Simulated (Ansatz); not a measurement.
Planning a run of Ansatz 0.2.0 on KMgH3 (Pm-3m). The input:

```yaml
crystal:
  lattice:
    - [4.025, 0.0, 0.0]
    - [0.0, 4.025, 0.0]
    - [0.0, 0.0, 4.025]
  atoms:
    - { symbol: K, position: [0.0, 0.0, 0.0] }
    - { symbol: Mg, position: [0.5, 0.5, 0.5] }
    - { symbol: H, position: [0.0, 0.5, 0.5] }
    - { symbol: H, position: [0.5, 0.0, 0.5] }
    - { symbol: H, position: [0.5, 0.5, 0.0] }
kpoints:
  mp_grid: { grid: [6, 6, 6] }
hamiltonian:
  xc: lda
scf:
  occupations: { method: fixed }
dielectric: {}
```

```sh
ansatz run input.yaml --threads 3 --pin off --max-ram 92160MiB --backend cuda --events-out ev --progress --plain --runs-dir out --devices 1 --max-vram 13GiB
```

**Question.** Estimate wall time and host memory on 1 × NVIDIA H100 80GB HBM3 (shared by 6 runs) with 3 threads of AMD EPYC 7R13 (Zen 3), shared host.

It took 16 s; on shared hardware allow 8.2 s to 33 s. Peak host memory was 1.1 GiB.

[Paths, hosts, dates, memory and timing lines, banners, echoed tables and standing remarks are left out of the program output.]

[Logs are printed without paths, hosts, clocks, repeated set-up lines and the standing remarks that a program may print on its own settings, such as how far it seeks lower states.]

[Runs of the session that timed out or met a known fault of the program may be left out.]

[Cells called generated may have been cut or substituted from an entry of the Crystallography Open Database or the Materials Project.]

[Hosts, paths, dates, database ids (printed as entryN), source tags and the programs' standing remarks are cut or masked in the printed files.]
